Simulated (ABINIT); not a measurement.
CoO:

```
Co O
1.0
     0.00000    2.13150    2.13150
     2.13150    0.00000    2.13150
     2.13150    2.13150    0.00000
Co O
1 1
Direct
  0.00000 0.00000 0.00000
  0.50000 0.50000 0.50000
```

Base run:

| Quantity | Value |
| --- | --- |
| Program | ABINIT 10.8.3 (patched build) |
| Functional | PBEsol |
| Potentials or basis | JTH PAW PBE v2.0 |
| Cutoff | 626 eV |
| k mesh | 9 × 9 × 9 |
| Occupations | fermi-dirac, width 0.05 eV |
| Spin | collinear spin, ferromagnetic start |
| Starting moments | [2.0, 0.0] μB |

Its results: band gap on the k mesh none (metal or under the smearing width); net moment 2.95 μB per cell; site moments Co +2.58; O +0.30 μB.

**Question.** The run is repeated on the same cell with these changes: k mesh from 9 × 9 × 9 to 4 × 4 × 4. What comes out?

**Answer.** Band gap on the k mesh none (metal or under the smearing width); net moment 2.46 μB per cell; site moments Co +2.23; O +0.17 μB.

Caveats: some runs use coarse meshes; a cell with one magnetic atom can't hold antiferromagnetic order, which such compounds often take; semilocal functionals often make such compounds metallic where correlation or magnetic order opens a gap, which also shifts bond lengths.
